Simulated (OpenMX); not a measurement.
Write the native input for OpenMX 3.8.5 that does the following.

* Task: single point
* Functional: PBE
* Potentials or basis: OpenMX 2013 PBE set, Cu6.0H-s3p2d2, O6.0-s2p2d1, grid cutoff 500 Ry
* k mesh: 11 × 11 × 11
* Occupations: fermi-dirac, width 0.05 eV
* Spin: no spin polarisation
* Mixing scheme: rmm-diisk
* SCF threshold: 1e-08 Ha
* Solver: band
* Max SCF cycles: 100

The system is CuO.

```
Cu O
1.0
     0.00000    2.32725    2.32725
     2.32725    0.00000    2.32725
     2.32725    2.32725    0.00000
Cu O
1 1
Direct
  0.00319 0.99960 0.00189
  0.24052 0.23968 0.27071
```

The cell comes from a database or a generator and needn't be the stable form of this composition.

The cell isn't the ideal one: atoms moved at random, drawn with an rms of 0.05 Å.

One way to write it, as run:

CuO.dat

```
System.CurrrentDirectory             ./
System.Name                          CuO
DATA.PATH                            ./DFT_DATA13
level.of.stdout                      1
level.of.fileout                     0
Species.Number                       2
<Definition.of.Atomic.Species
  Cu  Cu6.0H-s3p2d2          Cu_PBE13H
  O   O6.0-s2p2d1            O_PBE13
Definition.of.Atomic.Species>

Atoms.Number                         2
Atoms.SpeciesAndCoordinates.Unit     FRAC
<Atoms.SpeciesAndCoordinates
    1  Cu    0.0031940000   -0.0004050000    0.0018920000   9.500  9.500
    2  O     0.2405220000    0.2396770000    0.2707110000   3.000  3.000
Atoms.SpeciesAndCoordinates>

Atoms.UnitVectors.Unit               Ang
<Atoms.UnitVectors
     0.0000000000    2.3272527300    2.3272527300
     2.3272527300    0.0000000000    2.3272527300
     2.3272527300    2.3272527300    0.0000000000
Atoms.UnitVectors>

scf.XcType                           GGA-PBE
scf.SpinPolarization                 off
scf.ElectronicTemperature            580.226
scf.energycutoff                     500.0
scf.maxIter                          100
scf.EigenvalueSolver                 band
scf.Kgrid                            11 11 11
scf.Mixing.Type                      rmm-diisk
scf.Init.Mixing.Weight               0.05
scf.Min.Mixing.Weight                0.001
scf.Max.Mixing.Weight                0.3
scf.Mixing.History                   25
scf.Mixing.StartPulay                8
scf.criterion                        1.0e-8
scf.stress.tensor                    on
MD.Type                              nomd
```

Potentials or basis: OpenMX 2013 PBE set, Cu6.0H-s3p2d2, O6.0-s2p2d1, grid cutoff 500 Ry.

Launch:

```bash
$ openmx CuO.dat -nt 1 > CuO.std
```

Results of the run:

```yaml
Pressure: -6.8 GPa
Largest_force: 0.222 eV/Å
Band_gap_on_the_k_mesh: none (metal or under the smearing width)
Mulliken_charges: Cu +0.41; O -0.41 e
```

Caveat: Mulliken charges move with the basis; the basis of atomic orbitals isn't converged, which shifts pressures, moduli and gaps; an odd number of electrons without spin polarisation forces a metal; a magnetic or distorted state may lie lower; the run has no spin polarisation, though such a crystal can be magnetic; semilocal functionals often make such compounds metallic where correlation or magnetic order opens a gap, which also shifts bond lengths.

Run time: 2.2 min on 1 thread of Arm Neoverse N1 (shared host), peak memory 0.55 GiB.
